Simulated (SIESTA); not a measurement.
# SrCl2 in SIESTA: the effect of functional

The system is SrCl2.

```
CELL_PARAMETERS angstrom
0.00000 3.48835 3.48835
3.48835 0.00000 3.48835
3.48835 3.48835 0.00000
ATOMIC_POSITIONS crystal
Sr 0.00000 0.00000 0.00000
Cl 0.75000 0.75000 0.75000
Cl 0.25000 0.25000 0.25000
```

Alike in all runs:

```yaml
Program: SIESTA 5.4.2
Task: band structure
Basis: DZP (energy shift 0.003 Ry; two zetas on semicore shells; d shell added on Sr)
Grid_cutoff: 800 Ry
Energy_shift: 0.003 Ry
k_mesh: 7 × 7 × 7
Occupations: fermi-dirac, width 0.05 eV
Spin: no spin polarisation
```

```tsv
functional	potentials or basis	gap on the mesh (eV)	pressure (GPa)
PBE	PseudoDojo 0.4 standard (PBE files)	5.50	1.2
LDA	PseudoDojo 0.4 standard (LDA files)	?	?
PBEsol	PseudoDojo 0.4 standard (PBEsol files)	5.32	-0.8
```

**Question.** What does the run with functional LDA give?

**Answer.** gap on the mesh 5.06 eV; pressure -2.7 GPa.

Caveats: the basis of atomic orbitals isn't converged, which shifts pressures, moduli and gaps.

A k mesh can miss the band edges.
